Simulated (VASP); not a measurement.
# CdTe in VASP: a series of runs, part 3 of 3

VASP 6.6.1. The steps go on from the part before.

### 5 Work function, PBEsol

This run uses another cell than the first one, of 73.87 Å³/atom, 1.203 times its volume.

File INCAR:

```
  PREC = Accurate
  ENCUT = 520
  EDIFF = 1E-6
  ISMEAR = 0
  SIGMA = 0.05
  LREAL = False
  LASPH = True
  NELM = 80
  ALGO = Fast
  ISIF = 2
  LWAVE = False
  LCHARG = True
  LDIPOL = True
  IDIPOL = 3
  DIPOL = 0.5 0.5 0.500
  GGA = PS
  LVHAR = True
  LVACPOTAV = True
  KPAR = 8
```

File KPOINTS:

```
regular mesh
0
Gamma
  4 6 1
```

File POSCAR:

```
CdTe
1.0
    6.4100000000      0.0000000000      0.0000000000
    0.0000000000      4.5325544670      0.0000000000
    0.0000000000      0.0000000000     35.5976633992
Cd Te
7 7
Direct
    0.5000000000      0.5000000000      0.3090090458
    0.0000000000      0.0000000000      0.3726726972
    0.5000000000      0.5000000000      0.4363363486
    0.0000000000      0.0000000000      0.5000000000
    0.5000000000      0.5000000000      0.5636636514
    0.0000000000      0.0000000000      0.6273273028
    0.5000000000      0.5000000000      0.6909909542
    0.7500000000      0.0000000000      0.3090090458
    0.2500000000      0.5000000000      0.3726726972
    0.7500000000      0.0000000000      0.4363363486
    0.2500000000      0.5000000000      0.5000000000
    0.7500000000      0.0000000000      0.5636636514
    0.2500000000      0.5000000000      0.6273273028
    0.7500000000      0.0000000000      0.6909909542
```

Potentials or basis: VASP PAW PBE potentials, release 64 (Cd, Te).

Started as:

```
$ cat potpaw_PBE.64/Cd/POTCAR potpaw_PBE.64/Te/POTCAR > POTCAR
$ mpirun -np 8 vasp_std > vasp.out
```

OUTCAR:

```text
PREC = Accurate
   ENCUT = 520
   EDIFF = 1E-6
   ISMEAR = 0
   LREAL = False
   LASPH = True
   NELM = 80
   ISIF = 2
   GGA = PS

 ion  position               nearest neighbor table
   1  0.500  0.500  0.309-   9 2.78   8 2.78   8 2.78
   2  0.000  0.000  0.373-   8 2.78  10 2.78   9 2.78   9 2.78
   3  0.500  0.500  0.436-   9 2.78  11 2.78  10 2.78  10 2.78
   4  0.000  0.000  0.500-  10 2.78  12 2.78  11 2.78  11 2.78
   5  0.500  0.500  0.564-  11 2.78  13 2.78  12 2.78  12 2.78
   6  0.000  0.000  0.627-  12 2.78  14 2.78  13 2.78  13 2.78
   7  0.500  0.500  0.691-  13 2.78  14 2.78  14 2.78
   8  0.750  0.000  0.309-   2 2.78   1 2.78   1 2.78
   9  0.250  0.500  0.373-   1 2.78   3 2.78   2 2.78   2 2.78
  10  0.750  0.000  0.436-   2 2.78   4 2.78   3 2.78   3 2.78
  11  0.250  0.500  0.500-   3 2.78   5 2.78   4 2.78   4 2.78
[... 1165 lines left out ...]
     0.000000000  0.000000000 35.597663399     0.000000000  0.000000000  0.028091731

 POSITION                                       TOTAL-FORCE (eV/Angst)
 -----------------------------------------------------------------------------------
      3.20500      2.26628     11.00000         0.658202     -0.000000      0.628120
      0.00000      0.00000     13.26628        -0.172618      0.000000      0.021689
      3.20500      2.26628     15.53255         0.126042      0.000000      0.044951
      0.00000      0.00000     17.79883        -0.068580      0.000000      0.000000
      3.20500      2.26628     20.06511         0.126042      0.000000     -0.044951
      0.00000      0.00000     22.33139        -0.172618      0.000000     -0.021689
      3.20500      2.26628     24.59766         0.658202     -0.000000     -0.628120
      4.80750      0.00000     11.00000        -0.230042      0.000000     -0.851849
      1.60250      2.26628     13.26628        -0.311246      0.000000     -0.231191
      4.80750      0.00000     15.53255        -0.021139      0.000000      0.069563
      1.60250      2.26628     17.79883        -0.029819      0.000000      0.000000
      4.80750      0.00000     20.06511        -0.021139      0.000000     -0.069563
      1.60250      2.26628     22.33139        -0.311246      0.000000      0.231191
      4.80750      0.00000     24.59766        -0.230042      0.000000      0.851849
 -----------------------------------------------------------------------------------
    total drift:                                0.000680     -0.000000      0.000000

  FREE ENERGIE OF THE ION-ELECTRON SYSTEM (eV)
  ---------------------------------------------------
  free  energy   TOTEN  =       -36.4589862577 eV

  energy  without entropy=      -36.4589862577  energy(sigma->0) =      -36.45898626

 vacuum level on the upper side and lower side of the slab         3.282         3.282
```

stdout:

```text
POSCAR found type information on POSCAR CdTe
 POSCAR found :  2 types and      14 ions
 scaLAPACK will be used
 -----------------------------------------------------------------------------
[... 42 lines left out ...]
|     Did not find any points to average over, which means that no vacuum     |
|     field-free region was found. Please increase the size of  your cell     |
|     in the dimension of the dipole correction to obtain accurate            |
|     workfunction values.                                                    |
|                                                                             |
 -----------------------------------------------------------------------------
```

Wall time 7.1 min (8 MPI ranks of Intel Xeon Platinum 8488C (Sapphire Rapids), shared host); peak memory 1.4 GiB.

Results:

```yaml
Free_energy: -36.4590 eV
Largest_force: 0.910 eV/Å
Band_gap_on_the_k_mesh: 0.76 eV, direct
Ionisation_potential_of_the_upper_face: 4.87 eV
```

Forces on the atoms (eV/Å):
```
Cd   0.658  0.000  0.628
Cd  -0.173  0.000  0.022
Cd   0.126  0.000  0.045
Cd  -0.069  0.000  0.000
Cd   0.126  0.000 -0.045
Cd  -0.173  0.000 -0.022
Cd   0.658  0.000 -0.628
Te  -0.230  0.000 -0.852
Te  -0.311  0.000 -0.231
Te  -0.021  0.000  0.070
Te  -0.030  0.000  0.000
Te  -0.021  0.000 -0.070
Te  -0.311  0.000  0.231
Te  -0.230  0.000  0.852
```

Caveat: the PAW data sets were made with another functional, which shifts forces and pressure a little; spin-orbit coupling is left out, which moves the levels of the heavy elements. As with any semilocal functional, this PBEsol gap is likely too small.

### 6 Overview

| cell | vacuum (Å) | gap on the mesh (eV) | largest force (eV/Å) |
| --- | --- | --- | --- |
| Pmm2, 61.42 Å³/atom | - | 0.76 | 0.91 |
| Pmm2, 38.6 Å³/atom | 5 | 0.62 | 0.93 |
| Pmm2, 48.97 Å³/atom | 10 | 0.76 | 0.91 |
| Pmm2, 73.87 Å³/atom | 22 | 0.76 | 0.91 |

Alike in all rows: task work function; level PBEsol; potentials or basis VASP PAW PBE potentials, release 64 (Cd, Te); no spin polarisation; k mesh 4 × 6 × 1; cutoff (eV) 520; smearing gaussian 0.05 eV.

On the cell as given the gap runs from 0.62 eV (PBEsol) to 0.76 eV (PBEsol).

Caveats: the PAW data sets were made with another functional, which shifts forces and pressure a little; spin-orbit coupling is left out, which moves the levels of the heavy elements.

Absolute energies hang on the potentials; compare differences alone.
